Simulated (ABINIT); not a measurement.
The system is Bi.

```xyz
2
Lattice="3.4886 -3.1326 0.0000 3.4886 3.1326 0.0000 -1.2602 0.0000 3.1136" Properties=species:S:1:pos:R:3 pbc="T T T"
Bi    4.1738    0.0000    2.6695
Bi    1.5432    0.0000    0.4440
```

This isn't the form of Bi at room conditions, which is rhombohedral.

* Program: ABINIT 10.8.3 (patched build)
* Task: relaxation of cell and atoms
* Functional: r2SCAN
* Potentials or basis: JTH PAW PBE v2.0
* Cutoff: 707 eV
* k mesh: 4 × 4 × 6
* Occupations: fermi-dirac, width 0.05 eV
* Spin: no spin polarisation

At the start: pressure -0.7 GPa; volume 34.03 Å³/atom.

How do energy, volume and symmetry change on relaxing?

Over 18 steps the energy falls by 12.1 meV/atom and the volume is 33.97 Å³/atom (-0.2 %); space group C2/m (No. 12, to 0.05 Å).

The path:
| step | energy change (eV) | largest force (eV/Å) | pressure (GPa) | volume (Å³) |
| --- | --- | --- | --- | --- |
| 1 | 0.0000 | 0.1958 | -0.73 | 68.05 |
| 2 | -0.0023 | 0.1828 | -0.60 | 67.90 |
| 3 | -0.0129 | 0.0568 | 0.77 | 66.48 |
| 4 | -0.0138 | 0.0634 | 0.60 | 66.69 |
| 5 | -0.0178 | 0.0610 | 0.07 | 67.46 |
| 6 | -0.0220 | 0.0391 | -0.28 | 68.24 |
| 7 | -0.0227 | 0.0306 | -0.32 | 68.55 |
| 8 | -0.0234 | 0.0286 | -0.11 | 68.18 |
| 9 | -0.0235 | 0.0281 | -0.05 | 68.11 |
| 10 | -0.0235 | 0.0290 | 0.01 | 68.04 |
| 11 | -0.0237 | 0.0306 | 0.08 | 67.95 |
| 12 | -0.0238 | 0.0314 | 0.13 | 67.87 |
| 13 | -0.0240 | 0.0269 | 0.12 | 67.85 |
| 14 | -0.0241 | 0.0219 | 0.06 | 67.88 |
| 15 | -0.0241 | 0.0085 | 0.00 | 67.93 |
| 16 | -0.0242 | 0.0043 | -0.02 | 67.96 |
| 17 | -0.0242 | 0.0016 | -0.02 | 67.96 |
| 18 | -0.0242 | 0.0029 | -0.01 | 67.95 |

Final structure:
```cif
data_structure
_symmetry_space_group_name_H-M 'P 1'
_symmetry_Int_Tables_number 1
_cell_length_a 4.7635
_cell_length_b 4.7635
_cell_length_c 3.2507
_cell_angle_alpha 106.220
_cell_angle_beta 106.220
_cell_angle_gamma 83.251
_cell_volume 67.94
loop_
_atom_site_label
_atom_site_type_symbol
_atom_site_fract_x
_atom_site_fract_y
_atom_site_fract_z
_atom_site_occupancy
Bi1 Bi 0.75794 0.75794 0.87220 1
Bi2 Bi 0.24206 0.24206 0.12780 1
```

Caveat: the PAW data sets were made with another functional, which shifts forces and pressure a little.
